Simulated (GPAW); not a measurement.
# Fe (P6_3/mmc) in GPAW: notebook

One crystal, Fe, is run at these levels: r2SCAN, PBE; tasks: relaxation of cell and atoms.

Program: GPAW 26.7.0. These are calculated values, not measurements. Logs are shortened: lines on timing, memory, paths and dates and some standing lists are left out, and cuts for length are marked. The log counts tension as positive stress, the text compression.

## Step 1: The structure

The structure is hexagonal, space group P6_3/mmc (No. 194). The conventional cell has a = 2.434 Å, b = 2.434 Å, c = 3.842 Å, α = 90.00°, β = 90.00°, γ = 120.00°. Fe (site symmetry -6m2) is surrounded by 12 Fe at 2.38 to 2.43 Å.

This isn't the form of Fe at room conditions, which is bcc.

## Step 2: Relaxation of cell and atoms, r2SCAN, collinear spin, ferromagnetic start

File run.py:

```python
from ase.filters import FrechetCellFilter
from ase.io import read, write
from ase.optimize import FIRE
from gpaw import GPAW, PW

atoms = read('Fe.cif')
atoms.set_initial_magnetic_moments([3.0, 3.0])

calc = GPAW(mode=PW(600),
            xc='MGGA_X_R2SCAN+MGGA_C_R2SCAN',
            kpts={'size': (9, 9, 5), 'gamma': True},
            occupations={'name': 'fermi-dirac', 'width': 0.05},
            nbands=19,
            convergence={'density': 1e-06, 'energy': 1e-06, 'eigenstates': 1e-10},
            maxiter=150,
            txt='gpaw.txt')
atoms.calc = calc
opt = FIRE(FrechetCellFilter(atoms), trajectory='relax.traj', logfile='-')
done = opt.run(fmax=0.05, steps=100)
calc.write('gs.gpw')
write('result.traj', atoms)
print('Converged:', done)
print('Cell:', atoms.cell.cellpar().round(4))
print('Volume:', round(atoms.get_volume(), 4))
print(atoms.get_scaled_positions().round(5))
```

File Fe.cif:

```cif
data_Fe
_cell_length_a 2.43415759
_cell_length_b 2.43415759
_cell_length_c 3.84193447
_cell_angle_alpha 90.00000000
_cell_angle_beta 90.00000000
_cell_angle_gamma 120.00000000
_space_group_name_H-M_alt 'P6_3/mmc'
_space_group_name_Hall '-P 6c 2c'
_space_group_IT_number 194
loop_
_space_group_symop_operation_xyz
'x,y,z'
'-x,-y,-z'
'x-y,x,z+1/2'
'-x+y,-x,-z+1/2'
'-y,x-y,z'
'y,-x+y,-z'
'-x,-y,z+1/2'
'x,y,-z+1/2'
'-x+y,-x,z'
'x-y,x,-z'
'y,-x+y,z+1/2'
'-y,x-y,-z+1/2'
'-y,-x,-z+1/2'
'y,x,z+1/2'
'-x,-x+y,-z'
'x,x-y,z'
'-x+y,y,-z+1/2'
'x-y,-y,z+1/2'
'y,x,-z'
'-y,-x,z'
'x,x-y,-z+1/2'
'-x,-x+y,z+1/2'
'x-y,-y,-z'
'-x+y,y,z'
loop_
_atom_site_label
_atom_site_type_symbol
_atom_site_symmetry_multiplicity
_atom_site_Wyckoff_symbol
_atom_site_fract_x
_atom_site_fract_y
_atom_site_fract_z
_atom_site_occupancy
Fe1 Fe 2 c 0.6666666667 0.3333333333 0.7500000000 1
```

Potentials or basis: GPAW PAW data sets (gpaw-data 1.2.1), pw.

Started as:

```bash
$ OMP_NUM_THREADS=1 python run.py
```

gpaw.txt:

```text
__  _  _
 | _ |_)|_||  |
 |__||  | ||/\| - 26.7.0

Input parameters:
  mode=PW(ecut=600.0),
  convergence={'density': 1e-06, 'energy': 1e-06, 'eigenstates': 1e-10},
  kpts=MonkhorstPack(size=(9, 9, 5), gamma=True),
  maxiter=150,
  nbands=19,
  occupations=Occupations(name='fermi-dirac', width=0.05),
  xc=XC(name='MGGA_X_R2SCAN+MGGA_C_R2SCAN')

Diagonalizing LCAO Hamiltonian
Converting LCAO to pw mode

          Fe

        Fe

Atoms  # Å, Bohr magnetons
|   | symbol |         x |        y |        z |    initial magnetic moments |
|---|--------|-----------|----------|----------|-----------------------------|
| 0 |     Fe |  1.217079 | 0.702681 | 2.881451 | ( 0.0000,  0.0000,  3.0000) |
| 1 |     Fe | -0.000000 | 1.405362 | 0.960484 | ( 0.0000,  0.0000,  3.0000) |

Unit cell  # Å
| periodic |         x |        y |        z |  lengths |     angles |
|----------|-----------|----------|----------|----------|------------|
|      yes |  2.434158 | 0.000000 | 0.000000 | 2.434158 |  90.000000 |
|      yes | -1.217079 | 2.108042 | 0.000000 | 2.434158 |  90.000000 |
|      yes |  0.000000 | 0.000000 | 3.841934 | 3.841934 | 120.000000 |

Number of symmetries: 12
Symmetry operations  # r_c * U_cc + t_c -> r_c
|    | kind |            matrix            |
|----|------|------------------------------|
|  0 |  σ   |  1, 1, 0,  0,-1, 0,  0, 0, 1 |
|  1 |  S6  |  1, 1, 0, -1, 0, 0,  0, 0,-1 |
|  2 |  E   |  1, 0, 0,  0, 1, 0,  0, 0, 1 |
|  3 |  C2  |  1, 0, 0, -1,-1, 0,  0, 0,-1 |
|  4 |  C2  |  0, 1, 0,  1, 0, 0,  0, 0,-1 |
|  5 |  C3  |  0, 1, 0, -1,-1, 0,  0, 0, 1 |
|  6 |  S6  |  0,-1, 0,  1, 1, 0,  0, 0,-1 |
|  7 |  σ   |  0,-1, 0, -1, 0, 0,  0, 0, 1 |
|  8 |  σ   | -1, 0, 0,  1, 1, 0,  0, 0, 1 |
|  9 |  i   | -1, 0, 0,  0,-1, 0,  0, 0,-1 |
| 10 |  C3  | -1,-1, 0,  1, 0, 0,  0, 0, 1 |
| 11 |  C2  | -1,-1, 0,  0, 1, 0,  0, 0,-1 |
[... 182 lines left out ...]
Stress tensor  # eV/Ang^3
|         x |         y |         z |
|-----------|-----------|-----------|
| -0.297286 |  0.000000 |  0.000000 |
|  0.000000 | -0.297286 | -0.000000 |
|  0.000000 | -0.000000 | -0.476385 |

Forces  # eV/Ang
|       x |        y |        z |
|---------|----------|----------|
| 0.00000 |  0.00000 | -0.00001 |  # Fe   0
| 0.00000 | -0.00000 |  0.00001 |  # Fe   1

Interpolating wave functions to new cell

          Fe

        Fe

Atoms  # Å, Bohr magnetons
|   | symbol |         x |        y |        z |    initial magnetic moments |
|---|--------|-----------|----------|----------|-----------------------------|
| 0 |     Fe |  1.235043 | 0.713052 | 2.949904 | ( 0.0000,  0.0000,  2.5740) |
| 1 |     Fe | -0.000000 | 1.426104 | 0.983302 | ( 0.0000,  0.0000,  2.5740) |
[... 665 lines left out ...]
Stress tensor  # eV/Ang^3
|        x |         y |         z |
|----------|-----------|-----------|
| 0.016254 |  0.000000 |  0.000000 |
| 0.000000 |  0.016254 | -0.000000 |
| 0.000000 | -0.000000 | -0.015648 |

Forces  # eV/Ang
|       x |       y |        z |
|---------|---------|----------|
| 0.00000 | 0.00000 |  0.00029 |  # Fe   0
| 0.00000 | 0.00000 | -0.00029 |  # Fe   1

Interpolating wave functions to new cell

          Fe

        Fe

Atoms  # Å, Bohr magnetons
|   | symbol |         x |        y |        z |    initial magnetic moments |
|---|--------|-----------|----------|----------|-----------------------------|
| 0 |     Fe |  1.298745 | 0.749831 | 3.238634 | ( 0.0000,  0.0000,  2.9995) |
| 1 |     Fe | -0.000000 | 1.499662 | 1.079546 | ( 0.0000,  0.0000,  2.9995) |
[... 197 lines left out ...]
|         14 |        31.886 |     0.000 |        32.305 |     0.000 |
|         15 |        31.886 |     0.000 |        32.834 |     0.000 |
|        ... |               |           |               |           |
|         18 |        33.108 |     0.000 |        34.638 |     0.000 |

No gap
No difference between direct/indirect transitions

Stress tensor  # eV/Ang^3
|         x |        y |         z |
|-----------|----------|-----------|
|  0.015759 | 0.000000 |  0.000000 |
| -0.000000 | 0.015759 |  0.000000 |
|  0.000000 | 0.000000 | -0.015451 |

Forces  # eV/Ang
|        x |        y |        z |
|----------|----------|----------|
| -0.00000 | -0.00000 |  0.00026 |  # Fe   0
|  0.00000 |  0.00000 | -0.00026 |  # Fe   1

Interpolating wave functions to new cell
[... 438 lines left out ...]
|         14 |        31.970 |     0.000 |        32.272 |     0.000 |
|         15 |        31.970 |     0.000 |        32.879 |     0.000 |
|        ... |               |           |               |           |
|         18 |        33.176 |     0.000 |        34.716 |     0.000 |

No gap
No difference between direct/indirect transitions

Stress tensor  # eV/Ang^3
|         x |        y |         z |
|-----------|----------|-----------|
|  0.013402 | 0.000000 |  0.000000 |
| -0.000000 | 0.013402 |  0.000000 |
|  0.000000 | 0.000000 | -0.014437 |

Forces  # eV/Ang
|        x |        y |        z |
|----------|----------|----------|
| -0.00000 |  0.00000 |  0.00018 |  # Fe   0
|  0.00000 | -0.00000 | -0.00018 |  # Fe   1

Interpolating wave functions to new cell
[... 206 lines left out ...]
|         14 |        32.030 |     0.000 |        32.244 |     0.000 |
|         15 |        32.034 |     0.000 |        32.913 |     0.000 |
|        ... |               |           |               |           |
|         18 |        33.226 |     0.000 |        34.774 |     0.000 |

No gap
No difference between direct/indirect transitions

Stress tensor  # eV/Ang^3
|        x |        y |         z |
|----------|----------|-----------|
| 0.011633 | 0.000000 |  0.000000 |
| 0.000000 | 0.011633 | -0.000000 |
| 0.000000 | 0.000000 | -0.013609 |

Forces  # eV/Ang
|        x |        y |        z |
|----------|----------|----------|
| -0.00000 |  0.00000 |  0.00013 |  # Fe   0
| -0.00000 | -0.00000 | -0.00013 |  # Fe   1

Interpolating wave functions to new cell
[... 1289 lines left out ...]
|iter:   1| |  -31.709457 | -0.16 |       |  +5.8334|
|iter:   2| |  -28.511476 | -0.79 | -1.44 |  +5.8410|
|iter:   3| |  -28.517203 | -2.65 | -2.22 |  +5.8393|
|iter:   4| |  -28.517088 | -3.81 | -2.36 |  +5.8350|
|iter:   5| |  -28.517166 | -4.87 | -2.56 |  +5.8297|
|iter:   6| |  -28.517329 | -5.20 | -2.70 |  +5.8220|
|iter:   7| |  -28.517192 | -5.31 | -2.69 |  +5.8131|
|iter:   8| |  -28.517148 | -5.91 | -2.91 |  +5.8093|
|iter:   9| |  -28.517132 | -6.13 | -3.03 |  +5.8065|
|iter:  10| |  -28.517109 | -6.40 | -3.16 |  +5.8040|
|iter:  11| |  -28.517103 | -7.27 | -3.33 |  +5.8038|
|iter:  12| |  -28.517086 | -6.66 | -3.37 |  +5.8033|
|iter:  13| |  -28.517076 | -6.24 | -3.76 |  +5.8039|
|iter:  14| |  -28.517080c| -7.03 | -4.08 |  +5.8050|
|iter:  15| |  -28.517086c| -7.60 | -4.39 |  +5.8059|
|iter:  16| |  -28.517089c| -8.42 | -4.96 |  +5.8061|
|iter:  17| |  -28.517090c| -9.27 | -5.70 |  +5.8061|
|iter:  18| |  -28.517090c| -9.91 | -5.87 |  +5.8061|
|iter:  19| |  -28.517090c| -9.87 | -6.02c|  +5.8061|
|iter:  20| |  -28.517090c|-10.62c| -6.76c|  +5.8061|

Converged in 20 steps
Energy contributions relative to reference atoms: (reference = -69238.909200)

Energy contributions:
  Kinetic:          26.267039
  Coulomb:         -21.592116
  Zero:              0.021278
  External:          0.000000
  Xc:              -33.202218
  Entropy:          -0.022149
  Spinorbit:         0.000000
  ----------------------------
  Free energy:     -28.528165
  Extrapolated:    -28.517090
[... 44 lines left out ...]
Forces  # eV/Ang
|        x |        y |        z |
|----------|----------|----------|
| -0.00000 |  0.00000 | -0.00009 |  # Fe   0
|  0.00000 | -0.00000 |  0.00009 |  # Fe   1

# Writing to gs.gpw (mode='')
```

stdout:

```text
Step          Energy          fmax
FIRE:    0      -27.704387        4.695758
FIRE:    1      -28.038195        3.595827
FIRE:    2      -28.387310        1.874145
FIRE:    3      -28.522743        0.205103
FIRE:    4      -28.523023        0.198810
FIRE:    5      -28.523545        0.189833
FIRE:    6      -28.524265        0.181908
FIRE:    7      -28.525076        0.171305
FIRE:    8      -28.525939        0.157112
FIRE:    9      -28.526743        0.139555
FIRE:   10      -28.527403        0.118299
FIRE:   11      -28.527940        0.090236
FIRE:   12      -28.528246        0.053926
FIRE:   13      -28.528165        0.008631
Converged: True
Cell: [  2.5686   2.5686   4.3771  90.      90.     120.    ]
Volume: 25.0105
[[0.66667 0.33333 0.75   ]
 [0.33333 0.66667 0.25   ]]
```

Run time: 31 min. Hardware: 1 thread of Arm Neoverse V1, shared host; peak memory 0.77 GiB.

Results:

```
Free energy                            : -28.5282 eV
Relaxed volume                         : 12.51 Å³/atom
Relaxed cell                           : a = 2.569 Å, b = 2.569 Å, c = 4.377 Å, α = 90.00°, β = 90.00°, γ = 120.00°
Space group after relaxing (to 0.05 Å) : P6_3/mmc (No. 194)
Energy gained by relaxing              : 411.0 meV/atom
Ionic steps                            : 14
Pressure after relaxing                : 0.0 GPa
Band gap on the k mesh                 : none (metal or under the smearing width)
Net moment                             : 5.81 μB per cell
Site moments                           : Fe +2.96 μB
```

Stress tensor (GPa, compression positive):
```
0.00 0.00 0.00
0.00 0.00 0.00
0.00 0.00 0.11
```

Step by step:
| step | energy change (eV) | largest force (eV/Å) | pressure (GPa) | volume (Å³) |
| --- | --- | --- | --- | --- |
| 1 | 0.0000 | 0.0000 | 57.20 | 19.71 |
| 2 | -0.3335 | 0.0000 | 37.21 | 20.78 |
| 3 | -0.6823 | 0.0000 | 16.04 | 22.71 |
| 4 | -0.8173 | 0.0003 | -0.90 | 25.24 |
| 5 | -0.8175 | 0.0003 | -0.86 | 25.23 |
| 6 | -0.8180 | 0.0002 | -0.78 | 25.22 |
| 7 | -0.8187 | 0.0002 | -0.66 | 25.20 |
| 8 | -0.8194 | 0.0001 | -0.52 | 25.18 |
| 9 | -0.8202 | 0.0001 | -0.36 | 25.15 |
| 10 | -0.8209 | 0.0000 | -0.20 | 25.12 |
| 11 | -0.8215 | 0.0001 | -0.07 | 25.09 |
| 12 | -0.8219 | 0.0001 | 0.04 | 25.06 |
| 13 | -0.8221 | 0.0001 | 0.08 | 25.03 |
| 14 | -0.8219 | 0.0001 | 0.04 | 25.01 |

Final structure:
```
Fe
1.0
     2.56862    0.00000    0.00000
    -1.28431    2.22449    0.00000
     0.00000    0.00000    4.37714
Fe
2
Direct
  0.66667 0.33333 0.75000
  0.33333 0.66667 0.25000
```

Caveat: each step starts from the last one's moments, so a moment once lost doesn't come back; later steps reuse the first step's grids; the volume moved by over 15 % at a fixed basis, so the end points are rough; the PAW data sets were made with another functional, which shifts forces and pressure a little.

## Step 3: Relaxation of cell and atoms, PBE, collinear spin, ferromagnetic start

run.py, as its differences from that of step 2:

```diff
@@ -5,3 +5,3 @@
 
-atoms = read('Fe.cif')
+atoms = read('POSCAR')
 atoms.set_initial_magnetic_moments([3.0, 3.0])
@@ -9,3 +9,3 @@
 calc = GPAW(mode=PW(600),
-            xc='MGGA_X_R2SCAN+MGGA_C_R2SCAN',
+            xc='PBE',
             kpts={'size': (9, 9, 5), 'gamma': True},
@@ -18,3 +18,3 @@
 opt = FIRE(FrechetCellFilter(atoms), trajectory='relax.traj', logfile='-')
-done = opt.run(fmax=0.05, steps=100)
+done = opt.run(fmax=0.01, steps=40)
 calc.write('gs.gpw')
```

File POSCAR:

```
Fe
1.0
    2.4341575853      0.0000000000      0.0000000000
   -1.2170787927      2.1080423057      0.0000000000
    0.0000000000      0.0000000000      3.8419344700
Fe
2
Direct
    0.6666666667      0.3333333333      0.7500000000
    0.3333333333      0.6666666667      0.2500000000
```

Potentials or basis: GPAW PAW data sets (gpaw-data 1.2.1), pw.

Started as:

```bash
$ OMP_NUM_THREADS=1 python run.py
```

Run time: 7 min. Hardware: 1 thread of Arm Neoverse V1, shared host; peak memory 0.25 GiB.

Results (log left out):

```yaml
Free_energy: -17.8929 eV
Relaxed_volume: 10.30 Å³/atom
Relaxed_cell: a = 2.467 Å, b = 2.467 Å, c = 3.906 Å, α = 90.00°, β = 90.00°, γ = 120.00°
Space_group_after_relaxing_to_0.05_Å: P6_3/mmc (No. 194)
Energy_gained_by_relaxing: 19.1 meV/atom
Ionic_steps: 20
Pressure_after_relaxing: 0.1 GPa
Band_gap_on_the_k_mesh: none (metal or under the smearing width)
Net_moment: 0.00 μB per cell
```

Step by step:
```tsv
step	energy change (eV)	largest force (eV/Å)	pressure (GPa)	volume (Å³)
1	0.0000	0.0000	14.08	19.71
2	-0.0194	0.0000	9.62	19.97
3	-0.0366	0.0000	2.66	20.42
4	-0.0341	0.0000	-4.32	20.92
5	-0.0347	0.0000	-4.04	20.90
6	-0.0356	0.0000	-3.49	20.86
7	-0.0367	0.0000	-2.69	20.80
8	-0.0377	0.0000	-1.70	20.72
9	-0.0382	0.0000	-0.58	20.64
10	-0.0381	0.0000	0.61	20.56
11	-0.0381	0.0000	0.60	20.56
12	-0.0381	0.0000	0.58	20.56
13	-0.0382	0.0000	0.55	20.56
14	-0.0382	0.0000	0.51	20.56
15	-0.0382	0.0000	0.46	20.57
16	-0.0382	0.0000	0.40	20.57
17	-0.0382	0.0000	0.33	20.58
18	-0.0382	0.0000	0.26	20.58
19	-0.0382	0.0000	0.16	20.59
20	-0.0383	0.0000	0.06	20.60
```

Final structure:
```xyz
2
Lattice="2.4674 0.0000 0.0000 -1.2337 2.1368 0.0000 0.0000 0.0000 3.9064" Properties=species:S:1:pos:R:3 pbc="T T T"
Fe    1.2337    0.7123    2.9298
Fe    0.0000    1.4246    0.9766
```

Levels at points of the mesh, in eV from the Fermi level:
Spin up:
```
           k point  band 6  band 7  band 8  band 9  band 10  band 11
(0.00, 0.00, 0.00)   -1.23   -1.23   -0.87   -0.87     0.34     0.67
```
Spin down:
| k point | band 6 | band 7 | band 8 | band 9 | band 10 | band 11 |
| --- | --- | --- | --- | --- | --- | --- |
| (0.00, 0.00, 0.00) | -1.23 | -1.23 | -0.87 | -0.87 | 0.34 | 0.67 |

Caveat: each step starts from the last one's moments, so a moment once lost doesn't come back; the starting moments collapsed, and a magnetic state may lie lower; later steps reuse the first step's grids.
